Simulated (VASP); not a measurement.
Set up this calculation in VASP 6.6.1, as the native input.

- Task: single point
- Functional: PBEsol
- Potentials or basis: VASP PAW PBE potentials, release 64 (C)
- Cutoff: 520 eV
- k mesh: 14 × 14 × 14
- Occupations: gaussian, width 0.02 eV
- Spin: no spin polarisation
- Further INCAR settings: ALGO = Fast; EDIFF = 1e-07

The structure of C lies in POSCAR:

```
C                                       
1.0
    0.0000000000      1.8132074993      1.8132074993
    1.8132074993      0.0000000000      1.8132074993
    1.8132074993      1.8132074993      0.0000000000
  C             
     2
Direct
     0.0000000000000000    0.0000000000000000    0.0000000000000000
     0.2500000000000000    0.2500000000000000    0.2500000000000000
```

This isn't the form of C at room conditions, which is graphite.

The cell isn't the ideal one: a relaxed cell with its volume scaled by 1.06.

These files were run (other wordings do the same):

INCAR

```
SYSTEM = C
PREC = Accurate
ENCUT = 520
EDIFF = 1E-7
ISMEAR = 0
SIGMA = 0.02
LREAL = .False.
LASPH = .True.
NELM = 80
ALGO = Fast
ISIF = 2
LWAVE = .False.
LCHARG = .False.
GGA = PS
```

KPOINTS

```
Automatic mesh
0
Gamma
  14 14 14
  0 0 0
```

Potentials or basis: VASP PAW PBE potentials, release 64 (C).

The run is started by

```console
$ cat potpaw_PBE.64/C/POTCAR > POTCAR
$ mpirun -np 1 vasp_std > vasp.out
```

Results of the run:

| Property | Result |
| --- | --- |
| Pressure | -23.6 GPa |
| Band gap on the k mesh | 3.90 eV, indirect (least direct gap 5.40 eV) |

Caveat: so large a pressure means that the cell lies far from this level's equilibrium, or that cutoff or potentials fall short; the potentials were made for another functional, which shifts forces and pressure.

It took 8.1 s on 1 thread of Intel(R) Xeon(R) Platinum 8375C CPU @ 2.90GHz (Ice Lake) (shared host), peak memory 0.12 GiB.
